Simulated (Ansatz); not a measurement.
**BN (F-43m), work and stress of cleavage**

These are results of DFT PBE, scalar-relativistic, plane waves, PAW (Ansatz 0.2.0), not measurements. Cutoff 420 eV, Γ-centred 10×10×2 k-points, Gaussian smearing of 0.05 eV. No spin polarisation. Energies are free energies at this smearing, counted from the undisturbed cell; pressure is positive in compression.

Reference structure (as given, not relaxed at this level; it stands at -0.4 GPa):

```
B N
1.0
     1.81300   -1.81300    0.00000
     1.81300    0.00000   -1.81300
     7.25200    7.25200    7.25200
B N
6 6
Direct
  0.66667 0.66667 0.06247
  0.00000 0.00000 0.89580
  0.33333 0.33333 0.22913
  0.66667 0.66667 0.56247
  0.00000 0.00000 0.39580
  0.33333 0.33333 0.72913
  0.66667 0.66667 0.43747
  0.00000 0.00000 0.27080
  0.33333 0.33333 0.60413
  0.66667 0.66667 0.93747
  0.00000 0.00000 0.77080
  0.33333 0.33333 0.10413
```

The cut lies on the cell's a–b face, a (1 -1 1) plane (indices in the standard cell, whose axes needn't be the Cartesian ones shown) of area 5.69 Å², between layers 1.57 Å apart. Vector c is lengthened by d along the normal with the atoms' Cartesian places fixed: one unrelaxed cut a cell. The traction is positive where the two halves pull on each other.

```csv
d (Å),energy (J/m²),traction (GPa)
-0.30,4.57,-399.7
-0.15,0.85,-129.3
0.00,0.00,0.4
0.25,1.22,79.3
0.50,3.44,92.5
0.75,5.68,85.0
1.00,7.64,71.7
1.50,10.53,44.7
2.00,12.21,24.3
3.00,13.52,5.4
4.50,13.78,0.4
6.00,13.81,0.1
```

What are the work of separation and the cleavage stress, and do they fit the universal binding curve?

The energy levels off near W ≈ 13.81 J/m² (the traction is down to 0.1 GPa), the energy of the two unrelaxed faces, 6.91 J/m² each on average. The largest sampled traction is 92.5 GPa at d = 0.50 Å, and a parabola through it and its two neighbours peaks at σ_max ≈ 92.7 GPa, d ≈ 0.53 Å. The curve E = W[1 − (1 + d/ℓ)exp(−d/ℓ)] peaks in traction at d = ℓ with σ_max = W/(eℓ); with 1 J/m² per Å = 10 GPa this W and σ_max give ℓ = 0.55 Å. A parabola through that curve at the same three d peaks at 0.58 Å, against 0.53 Å here, a fair fit. The cut parts unlike faces (N and B); in an ionic crystal that makes them polar, and the energy then depends on the thickness of the slab. The opened faces are metallic here, and spin polarisation, left out, could lower W. Real crystals break at far lower stress, because cracks concentrate it, and on the plane of lowest W, which needn't be this one.

The cut is rigid; relaxing the faces lowers these energies and usually the stresses.

The gap closes along the scan, which can put kinks into the curve.